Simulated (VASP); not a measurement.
# VASP inputs for CdF₂ (strained fluorite)

INCAR

```
LWAVE = .FALSE.
NBANDS = 20
LREAL = .FALSE.
ENCUT = 520
ALGO = Normal
ISIF = 2
LASPH = .TRUE.
PREC = Accurate
NSW = 0
LCHARG = .FALSE.
METAGGA = R2SCAN
SIGMA = 0.01
EDIFF = 1E-7
NELM = 120
ISMEAR = 0
IBRION = -1
```

KPOINTS

```
KPOINTS created by Atomic Simulation Environment
0
Gamma
8 8 8
0 0 0
```

KPOINTS_OPT

```
special points
7
Reciprocal
0.0000000000 0.0000000000 0.0000000000 1
0.5000000000 0.0000000000 0.5000000000 1
0.6250000000 0.2500000000 0.6250000000 1
0.3750000000 0.3750000000 0.7500000000 1
0.5000000000 0.5000000000 0.5000000000 1
0.5000000000 0.2500000000 0.7500000000 1
0.2500000000 -0.2500000000 -0.5000000000 1
```

POSCAR

```
Cd F
 1.0000000000000000
     0.0000000000000000    2.6268232390000001    2.7502455630000000
     2.6268232390000001    0.0000000000000000    2.7502455630000000
     2.6268232390000001    2.6268232390000001    0.0000000000000000
 Cd  F
   1   2
Cartesian
  0.0000000000000000  0.0000000000000000  0.0000000000000000
  1.3134116195000001  1.3134116195000001  1.3751227815000000
  3.9402348585000007  3.9402348585000007  4.1253683445000000
```

VASP ran with the recommended PBE PAW datasets (26 valence electrons in the cell).

**Question.** Predict the results.

**Answer.** gap between bands v and c 3.79 eV; least direct gap 4.21 eV; pressure 4.8 GPa.

Band v is the last that the valence electrons fill when counted band by band, and c is the next. Levels in eV from the top of v:

| point | v−1 | v | c | c+1 |
| --- | --- | --- | --- | --- |
| Γ | -0.56 | -0.42 | 3.79 | 13.68 |
| X | -0.21 | -0.08 | 9.05 | 10.60 |
| K | -0.52 | -0.22 | 9.05 | 11.49 |
| L | -0.43 | -0.41 | 8.17 | 9.72 |
| W | -0.77 | -0.03 | 9.14 | 11.85 |
